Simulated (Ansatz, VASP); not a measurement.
**Two plane-wave programs on Tl**

```
Tl
1.0
     3.47613    0.00000    0.00000
    -1.73807    3.01042    0.00000
     0.00000    0.00000    5.55611
Tl
2
Direct
  0.33330 0.66670 0.25000
  0.66660 0.33330 0.75000
```

Alike in both runs: task single point; functional PBE; k mesh 11 × 11 × 6; no spin polarisation.

```csv
,VASP,Ansatz
version,VASP 6.6.1,Ansatz 0.2.0
potentials or method,"VASP PAW PBE potentials, release 64 (Tl_d)",PAW plane waves
plane-wave cutoff (eV),520,420
occupations,"methfessel-paxton of order 1, width 0.0704 eV","cold, width 0.0704 eV"
valence electrons in the cell,26,26
```

|  | VASP | Ansatz | Ansatz less VASP |
| --- | --- | --- | --- |
| pressure (GPa) | 2.4 | 2.5 | +0.05 |
| largest component of the traceless stress (GPa) | 0.19 | 0.17 | -0.021 |

Ansatz warned: «structure_snapped_to_symmetry».

The runs have no spin-orbit coupling, so splittings on Tl are missing.
